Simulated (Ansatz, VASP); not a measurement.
TaN: VASP beside Ansatz

The input INCAR:

```
PREC = Accurate
ENCUT = 520
EDIFF = 1E-7
ISMEAR = 0
SIGMA = 0.1
LREAL = F
LASPH = T
NELM = 100
ALGO = Normal
ISIF = 2
LWAVE = F
LCHARG = F
GGA = PS
NBANDS = 15
```

Contents of KPOINTS:

```
regular mesh
0
Gamma
  16 16 16
```

Contents of POSCAR:

```
TaN
1.0
    0.0000000000      2.2307545110      2.2307545110
    2.2307545110      0.0000000000      2.2307545110
    2.2307545110      2.2307545110      0.0000000000
Ta N
1 1
Direct
    0.5000000000      0.5000000000      0.5000000000
    0.0000000000      0.0000000000      0.0000000000
```

Input for Ansatz:

```yaml
crystal:
  lattice:
    - [0.0, 2.230754511, 2.230754511]
    - [2.230754511, 0.0, 2.230754511]
    - [2.230754511, 2.230754511, 0.0]
  atoms:
    - { symbol: Ta, position: [0.5, 0.5, 0.5] }
    - { symbol: "N", position: [0.0, 0.0, 0.0] }
basis:
  ecutwfc: 420
kpoints:
  mp_grid: { grid: [16, 16, 16] }
hamiltonian:
  xc: pbesol
scf:
  occupations: { method: gaussian, width: 0.1 }
output:
  forces: true
  stress: true
  eigenvalues: true
```

Alike in both runs: task single point; functional PBEsol; k mesh 16 × 16 × 16; occupations gaussian, width 0.1 eV; no spin polarisation.

|  | VASP | Ansatz |
| --- | --- | --- |
| version | VASP 6.6.1 | Ansatz 0.2.0 |
| potentials or method | VASP PAW PBE potentials, release 64 (Ta_pv, N) | scalar-relativistic, plane waves, PAW |
| plane-wave cutoff (eV) | 520 | 420 |
| valence electrons in the cell | 16 | 18 |

VASP gave:

* gap on the k mesh at the Fermi level (eV): none
* pressure (GPa): -17.5

Task: What did Ansatz give for the same quantities?

Result: gap on the k mesh at the Fermi level (eV): none; pressure (GPa): -18.2.

A gap of «none» marks a metal or a gap that the smearing closes. With one functional, cell and mesh, what is left measures potentials, basis and numerics. The two sets of potentials don't hold the same shells in valence.

Caveats: so large a pressure means that the cell lies far from this level's equilibrium, or that cutoff or potentials fall short (VASP); the potentials were made for another functional, which shifts forces and pressure (VASP). Spin-orbit coupling is left out, which matters for the levels of Ta.
